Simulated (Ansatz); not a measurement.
# BN: do energies and stresses tell the same story?

The calculation used DFT r2SCAN, scalar-relativistic, plane waves, PAW (Ansatz).

Settings: cutoff 500 eV, Γ-centred mesh 12×12×12 on the computed 2-atom cell, Gaussian smearing of 0.02 eV; no spin polarisation.

Relaxed cell: F-43m, a = 3.610 Å, b = 3.610 Å, c = 3.610 Å, α = 90.00°, β = 90.00°, γ = 90.00°, 2 atoms in the primitive cell.

Energies at zero smearing and pressures from the stress tensor, at volumes with shape and atoms relaxed:
```tsv
V (Å³/atom)	E − E(first) (meV/atom)	P (GPa)
5.526	0.00	27.18
5.703	-21.73	12.66
5.879	-28.56	0.04
6.055	-22.41	-10.94
6.232	-4.99	-20.49
```

Question: Check P = −dE/dV between neighbouring volumes, and get the bulk modulus from the pressures alone.

Answer: With 1 eV/Å³ = 160.2 GPa:
| middle V (Å³/atom) | −ΔE/ΔV (GPa) | mean P (GPa) |
| --- | --- | --- |
| 5.614 | 19.744 | 19.916 |
| 5.791 | 6.199 | 6.346 |
| 5.967 | -5.581 | -5.454 |
| 6.143 | -15.829 | -15.719 |

The two differ by 0.17 GPa at most. The mean of two end pressures misses the average over a step by about ΔV² P″/12, up to 0.17 GPa here; with that taken off 0.00 GPa remains. Around V = 5.879 Å³/atom, the two neighbours give B = −V ΔP/ΔV = 5.879 × 23.60 / 0.353 = 393.3 GPa, against B0 = 391.8 GPa from the Birch–Murnaghan fit of the energies.